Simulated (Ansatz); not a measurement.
Reaction (hydrogen abstraction from the O–H bond): `N[Si](O)(F)F` + `F[C](F)F`• → `N[Si]([O])(F)F`• + trifluoromethane

Computed with Ansatz on PBE0-D4/def2-TZVP structures; ΔE is electronic, products minus reactants. CBS: MP2 limit from def2 TZ/QZ plus the TZ coupled-cluster correction, frozen cores. This one scheme is used for every species. Functionals use def2-TZVPP. Open shells (•) are unrestricted, without spin–orbit coupling. Each species was taken in one conformer, which may not be the lowest.

| level | ΔE (kJ/mol) |
| --- | --- |
| revPBE | 36.9 |
| BLYP | 30.8 |

**Question.** What does CCSD(T)/CBS give? (An estimate is asked.)

**Answer.** Ansatz gave: +68.5 kJ/mol. The listed levels differ from it by -31.6, -37.7 kJ/mol.

Largest T1 diagnostic among the species: 0.023.

From PBE to PBE0 (25 % exact exchange), in def2-TZVPP and without D4, ΔE moves by +16.3 kJ/mol. At CCSD(T), def2-SVP lies −10.1 kJ/mol from the extrapolated value and def2-TZVPP −6.2 kJ/mol.

CCSD(T)/CBS has its own doubt, a few kJ/mol and more with outer-core shells, so smaller differences from it don't rank the levels.
